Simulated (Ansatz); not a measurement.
# W (Pbcm) in Ansatz: single point with PBEsol

Aim: the single point of W with PBEsol.

Everything below comes from runs of Ansatz 0.2.0. Logs are shortened: lines on timing, memory, paths and dates and some standing lists are left out, and cuts for length are marked.

## 1. The structure

Symmetry: Pbcm, No. 57, orthorhombic system. Conventional cell: a = 2.810 Å, b = 4.864 Å, c = 4.924 Å, α = 90.00°, β = 90.00°, γ = 90.00°. W (site symmetry m) is surrounded by 12 W at 2.70 to 3.06 Å.

This isn't the form of W at room conditions, which is bcc.

## 2. Single point, PBEsol

File input.yaml:

```yaml
crystal:
  lattice:
    - [2.809662, 0.0, 0.0]
    - [0.0, 4.86387, 0.0]
    - [0.0, 0.0, 4.923695]
  atoms:
    - { symbol: W, position: [0.793172, 0.936843, 0.75] }
    - { symbol: W, position: [0.206828, 0.436843, 0.75] }
    - { symbol: W, position: [0.206828, 0.063157, 0.25] }
    - { symbol: W, position: [0.793172, 0.563157, 0.25] }
hamiltonian:
  xc: pbesol
  pseudopotentials: { kind: paw, source: ansatz }
kpoints:
  mp_grid: { grid: [9, 6, 6] }
scf:
  occupations: { method: fermi_dirac, width: 0.05 }
output:
  forces: true
  stress: true
  eigenvalues: true
```

Potentials or basis: Ansatz PAW earlier set.

Run with:

```sh
$ ansatz run input.yaml --threads 2 --pin off --max-ram 5632MiB --backend cpu --events-out ev --progress --plain --runs-dir out
```

The program printed:

```text
Warning: RAYON_NUM_THREADS=2 ignored (pool sized by the plan → 2); use --threads N
Engine: ansatz 0.2.0, x86_64-unknown-linux-gnu
Pseudopotentials: kind: paw
Pseudopotential: W, paw, valence charge 28, recommended cutoff 760 eV (normal), W.paw.azcp
Functional definition: PBEsol
  exchange = pbesol_x
  correlation = pbesol_c
Crystal: 4 atoms, lattice volume = 67.286 Å³
Basis set: ecut = 760 eV, 3215 PW (Γ), exchange–correlation on 54×90×90 points (8 copies of the dense FFT grid, shifted against one another)
Bands: 68, of which v1, the nominal top of the filled ones, is band 56 counted from 1 (55 counted from 0)
Symmetry: 8 space group operations
Space group: Pbcm (ITA 57), of the structure as read, at distance tolerance 4.1e-5 Å
k-points: 80 of 324
Non-local potential: W, projectors of the file, l = 0: 3, l = 1: 3, l = 2: 2, l = 3: 3
PAW form: soft (Blöchl's): semilocal exchange-correlation on the pseudo side does not see the compensation charge
PAW frozen core: W, regenerated for the run's functional, and the local potential with it (the file was generated under x = pbe(κ = 0.804, μ = 0.2195149727645171), c = pbe(β = 0.06672455060314922))
PAW one-centre angular grid: W, 590 points (default); XC on 64 Gauss nodes
Initial density: superposition of atomic densities (chi_scale 0.1, normalization cell)
Initial wavefunctions: pseudopotential atomic-orbital guess
Functional: x = pbesol(κ = 0.804, μ = 0.12345679012345678), c = pbesol(β = 0.046)
SCF iter   1: F=—  HF=-71008.195928 eV  |F-HF|=—  |Δ(HF+E_count)|=         —  Δρ=6.13e-2  dr2=2.32e0  ethr=3.10e-3  ⟨swp⟩=5.4  Hψ=19686  notcnv=0  defer=34
preconditioner: auto → Kerker (q_TF=auto, 2.970 Å⁻¹)  [metal: Δε(μ)=0.010 eV  Ē_g=27.342 eV  σ=0.050 eV  W_gap=0.05  n_scr=38 (ndim 8)  ℏωp=46.2 eV  f_vac=0.000  D(μ)=3.09/eV (n_scr^D=38)]
SCF iter   2: F=—  HF=-71007.633547 eV  |F-HF|=—  |Δ(HF+E_count)|=   5.62e-1  Δρ=3.83e-2  dr2=8.50e-1  ethr=2.07e-3  ⟨swp⟩=2.5  Hψ=7839  notcnv=0  defer=235
SCF iter   3: F=—  HF=-71007.343449 eV  |F-HF|=—  |Δ(HF+E_count)|=   2.90e-1  Δρ=1.02e-2  dr2=4.74e-2  ethr=7.59e-4  ⟨swp⟩=4.0  Hψ=10784  notcnv=0  defer=235
SCF iter   4: F=—  HF=-71007.308939 eV  |F-HF|=—  |Δ(HF+E_count)|=   3.45e-2  Δρ=2.48e-3  dr2=1.41e-3  ethr=4.23e-5  ⟨swp⟩=2.3  Hψ=10489  notcnv=0  defer=235
SCF iter   5: F=—  HF=-71007.309184 eV  |F-HF|=—  |Δ(HF+E_count)|=   2.45e-4  Δρ=4.20e-4  dr2=5.86e-5  ethr=1.26e-6  ⟨swp⟩=2.8  Hψ=9558  notcnv=0  defer=235
SCF iter   6: F=—  HF=-71007.309152 eV  |F-HF|=—  |Δ(HF+E_count)|=   3.20e-5  Δρ=8.44e-5  dr2=2.87e-6  ethr=5.24e-8  ⟨swp⟩=2.0  Hψ=9517  notcnv=0  defer=235
SCF iter   7: F=—  HF=-71007.309152 eV  |F-HF|=—  |Δ(HF+E_count)|=   1.16e-7  Δρ=1.60e-5  dr2=1.12e-7  ethr=2.56e-9  ⟨swp⟩=2.0  Hψ=9695  notcnv=0  defer=235
SCF iter   8: F=-71007.309152 eV  HF=-71007.309152 eV  |F-HF|=1.14e-9  |Δ(HF+E_count)|=   1.97e-8  Δρ=2.57e-6  dr2=3.37e-9  ethr=8.93e-11  ⟨swp⟩=11.6  Hψ=24255  notcnv=0
SCF 1 converged in 8 iterations: F = -71007.309152 eV  dr2 = 3.37e-9
SCF converged after 8 iterations
Free energy (F): -71007.309152 eV
Harris-Foulkes:  -71007.309152 eV  (|F-HF|=1.14e-9)
Internal energy: -71007.282057 eV  (E = F + TS)
E sigma→0 (E₀):  -71007.295604 eV
Entropy (-TS):   -0.027094 eV (-6.774 meV/atom)
Fermi energy:    25.472323 eV
--- Per-component energies (eV) ---
  E_band       = -277.942168
  E_kinetic    = 3081.629544
  E_local      = -36442.288695  (includes V_loc(G=0)·N_el)
  E_nonlocal   = 6672.682696
  E_hartree    = 11717.246121
  E_xc         = -1103.889185
  E_vxc        = -1263.990815  (∫ρ·V_xc dr)
  E_paw        = -29547.687595  (= ΣΔE_a)
  E_vpaw       = 4239.537192  (= ΣTr[D̂ρ^β])
  E_aug_tail   = -0.000006  (compensation charges beyond the density's cutoff)
  E_ewald      = -25390.511495
  E_core_change = 5.536559  (= ΣΔE_core)
  E_smearing   = -0.027094  (= −TS)
  E_closure    = 0.000000  (closes the sum)
  Σ components = -71007.309152   (vs F -71007.309152, Δ=0.00e0)
--- Forces (eV/Å), atoms counted from 1 ---
  atom   1  W     -0.00941361     0.06929804     0.00000000
  atom   2  W      0.00941361     0.06929804     0.00000000
  atom   3  W      0.00941361    -0.06929804     0.00000000
  atom   4  W     -0.00941361    -0.06929804     0.00000000
  max |Σ_I F_I| component: 2.78e-17 eV/Å
--- Stress (GPa, compression-positive) ---
       -9.952217       0.000000       0.000000
        0.000000     -10.965562       0.000000
        0.000000       0.000000     -10.606123
  P = ⅓ Tr σ = -10.5080 GPa (-105.080 kbar)
--- Band table (eV; the first three rows and the last of 80) ---
  k-point 0: bands = ["-48.2956", "-48.2183", "-48.1851", "-48.1363", "-13.0733", "-13.0177", "-12.9177", "-12.6653", "-12.2162", "-12.0908", "-12.0509", "-12.0460", "-11.9755", "-11.9117", "-11.8715", "-11.8580", "-2.4841", "-2.4777", "-2.4764", "-2.4763", "-2.4746", "-2.4737", "-2.4690", "-2.4690", "-2.4632", "-2.4611", "-2.4591", "-2.4589", "-2.4511", "-2.4504", "-2.4475", "-2.4452", "-2.4437", "-2.4428", "-2.4387", "-2.4354", "-2.4305", "-2.4277", "-2.4245", "-2.4157", "-2.4114", "-2.4084", "-2.3968", "-2.3963", "16.4752", "19.7366", "20.3270", "20.6677", "20.7636", "23.6597", "24.8429", "24.8763", "25.0240", "25.0947", "25.1099", "25.1290", "25.1807", "25.3327", "26.0018", "27.0128", "27.9074", "28.8268", "29.5772", "29.9677", "30.2308", "30.3741", "31.7655", "32.1730"]
  k-point 1: bands = ["-48.2904", "-48.2235", "-48.1818", "-48.1396", "-13.0809", "-12.9579", "-12.9390", "-12.6105", "-12.2181", "-12.1247", "-12.1070", "-12.0560", "-11.9614", "-11.9082", "-11.8742", "-11.8644", "-2.4835", "-2.4774", "-2.4773", "-2.4769", "-2.4756", "-2.4722", "-2.4698", "-2.4681", "-2.4631", "-2.4608", "-2.4604", "-2.4578", "-2.4506", "-2.4499", "-2.4497", "-2.4437", "-2.4436", "-2.4421", "-2.4376", "-2.4357", "-2.4327", "-2.4277", "-2.4236", "-2.4153", "-2.4115", "-2.4095", "-2.3968", "-2.3964", "16.7389", "19.6394", "20.0294", "20.8135", "21.2810", "23.4453", "23.5712", "24.6640", "24.8679", "24.9414", "24.9886", "25.1167", "25.4916", "25.8973", "26.5410", "27.2682", "28.0926", "28.8884", "29.5266", "29.5393", "30.2401", "30.3917", "30.8689", "32.0129"]
  k-point 2: bands = ["-48.2764", "-48.2377", "-48.1729", "-48.1485", "-13.0791", "-12.9910", "-12.7922", "-12.4825", "-12.3294", "-12.2113", "-12.1491", "-12.0832", "-11.9350", "-11.9006", "-11.8821", "-11.8814", "-2.4822", "-2.4786", "-2.4784", "-2.4776", "-2.4761", "-2.4717", "-2.4695", "-2.4658", "-2.4632", "-2.4631", "-2.4585", "-2.4572", "-2.4521", "-2.4491", "-2.4487", "-2.4462", "-2.4430", "-2.4388", "-2.4370", "-2.4362", "-2.4347", "-2.4288", "-2.4208", "-2.4143", "-2.4125", "-2.4120", "-2.3967", "-2.3965", "17.4638", "19.2413", "20.0345", "20.8152", "21.9360", "22.3613", "23.3869", "23.8038", "24.6848", "24.7842", "25.0963", "25.1645", "25.6584", "26.1969", "27.2183", "27.9313", "28.4426", "28.5161", "29.0142", "29.2509", "29.8995", "30.2801", "30.3819", "31.4762"]
  k-point 79: bands = ["-48.1672", "-48.1672", "-48.1672", "-48.1672", "-12.9980", "-12.9980", "-12.9980", "-12.9980", "-12.3175", "-12.3175", "-12.3175", "-12.3175", "-12.1443", "-12.1443", "-12.1443", "-12.1443", "-2.4806", "-2.4806", "-2.4806", "-2.4806", "-2.4716", "-2.4716", "-2.4716", "-2.4716", "-2.4581", "-2.4581", "-2.4581", "-2.4581", "-2.4477", "-2.4477", "-2.4477", "-2.4477", "-2.4303", "-2.4303", "-2.4303", "-2.4303", "-2.4279", "-2.4279", "-2.4279", "-2.4279", "-2.4132", "-2.4132", "-2.4132", "-2.4132", "20.1527", "20.1527", "20.1527", "20.1527", "22.1855", "22.1855", "22.1855", "22.1855", "26.0235", "26.0235", "26.0235", "26.0235", "27.5574", "27.5574", "27.5574", "27.5574", "30.0804", "30.0804", "30.0804", "30.0804", "31.0525", "31.0525", "31.0525", "31.0525"]
```

Run time: 16 s. Hardware: 2 threads of Intel Xeon Platinum 8488C (Sapphire Rapids), shared host; peak memory 0.9 GiB.

What came out:

```
Free energy            : -71007.3092 eV
Pressure               : -10.5 GPa
Largest force          : 0.070 eV/Å
Band gap on the k mesh : none (metal or under the smearing width)
```

Forces in eV/Å, atoms in the order of the input:
```
W   -0.009  0.069  0.000
W    0.009  0.069  0.000
W    0.009 -0.069  0.000
W   -0.009 -0.069  0.000
```

Caveat: the PAW data sets come from PBE, with cores solved anew for the run's functional, which leaves a small shift of forces and pressure. The run has no spin-orbit coupling, so splittings on W are missing.
